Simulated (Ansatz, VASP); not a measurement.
# One calculation of W, two programs

```
W
1.0
    -1.56766    1.56766    1.56766
     1.56766   -1.56766    1.56766
     1.56766    1.56766   -1.56766
W
1
Direct
  0.00000 0.00000 0.00000
```

Alike in both runs: functional LDA; k mesh 20 × 20 × 20; occupations fermi-dirac, width 0.15 eV; no spin polarisation.

Ansatz relaxed the structure, and its values are those at the end. VASP's run is a single point on that final structure, the one shown.

|  | VASP | Ansatz |
| --- | --- | --- |
| version | VASP 6.6.1 | Ansatz 0.2.0 |
| potentials or method | VASP PAW LDA potentials, release 64 (W_sv) | scalar-relativistic, plane waves, PAW |
| plane-wave cutoff (eV) | 520 | 420 |
| valence electrons in the cell | 14 | 14 |

VASP gave:

* gap on the k mesh at the Fermi level (eV): none
* pressure (GPa): 2.0

Task: Estimate Ansatz's values.

Result: gap on the k mesh at the Fermi level (eV): none; pressure (GPa): 0.0.

A gap of «none» marks a metal or a gap that the smearing closes.

Spin-orbit coupling is left out, which matters for the levels of W.
